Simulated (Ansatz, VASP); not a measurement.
One calculation of MnO, two programs

INCAR

```
SYSTEM = MnO
ALGO = Normal
EDIFF = 1E-7
ENCUT = 520
GGA = PE
ISIF = 2
ISMEAR = -1
ISPIN = 2
LASPH = .True.
LCHARG = .False.
LMAXMIX = 4
LORBIT = 11
LREAL = .False.
LWAVE = .False.
MAGMOM = 4 0
NBANDS = 20
NELM = 100
PREC = Accurate
SIGMA = 0.05
```

Contents of KPOINTS:

```
k-points
0
Gamma
  10 10 10
  0 0 0
```

Contents of POSCAR:

```
MnO
1.0
    0.0000000000      2.2239077028      2.2239077028
    2.2239077028      0.0000000000      2.2239077028
    2.2239077028      2.2239077028      0.0000000000
Mn O
1 1
Direct
   -0.0126510000     -0.0075210000      0.0171370000
    0.5049650000      0.5119520000      0.4910400000
```

The input input.yaml:

```yaml
crystal:
  lattice:
    - [0.0, 2.2239077028, 2.2239077028]
    - [2.2239077028, 0.0, 2.2239077028]
    - [2.2239077028, 2.2239077028, 0.0]
  atoms:
    - { symbol: Mn, position: [-0.012651, -0.007521, 0.017137], spin: 4.0 }
    - { symbol: O, position: [0.504965, 0.511952, 0.49104] }
hamiltonian:
  xc: pbe
  pseudopotentials: { kind: paw }
magnetization:
  spin_polarized: true
kpoints:
  mp_grid: { grid: [10, 10, 10] }
scf:
  occupations: { method: fermi_dirac, width: 0.05 }
output:
  forces: true
  stress: true
  eigenvalues: true
```

Change from the starting cell: atoms moved at random, drawn with an rms of 0.05 Å.

Alike in both runs: task single point; functional PBE; k mesh 10 × 10 × 10; occupations fermi-dirac, width 0.05 eV; collinear spin, ferromagnetic start.

|  | VASP | Ansatz |
| --- | --- | --- |
| version | VASP 6.6.1 | Ansatz 0.2.0 |
| potentials or method | VASP PAW PBE potentials, release 64 (Mn_pv, O) | Ansatz PAW |
| plane-wave cutoff (eV) | 520 | 420 |
| valence electrons in the cell | 19 | 21 |

```tsv
	VASP	Ansatz	Ansatz less VASP
gap on the k mesh at the Fermi level (eV)	none	none	-
pressure (GPa)	0.9	0.7	-0.20
largest component of the traceless stress (GPa)	0.79	0.76	-0.031
rms of the force components (eV/Å)	0.182	0.174	-0.0086
net moment per atom (μB)	2.40	2.40	0.000
size of the moment on the site where the two differ most (μB)	4.35	3.99	-0.357
```

Site moments also hang on the region over which each program counts them. Atom by atom the forces differ by 0.009 eV/Å (rms over components). A gap of «none» marks a metal or a gap that the smearing closes. The two sets of potentials don't hold the same shells in valence.

Caveats: a cell with one magnetic atom can't hold antiferromagnetic order, which such compounds often take; semilocal functionals often make such compounds metallic where correlation or magnetic order opens a gap, which also shifts bond lengths; the pressure holds a Pulay correction of +0.6 GPa for the finite cutoff (Ansatz).
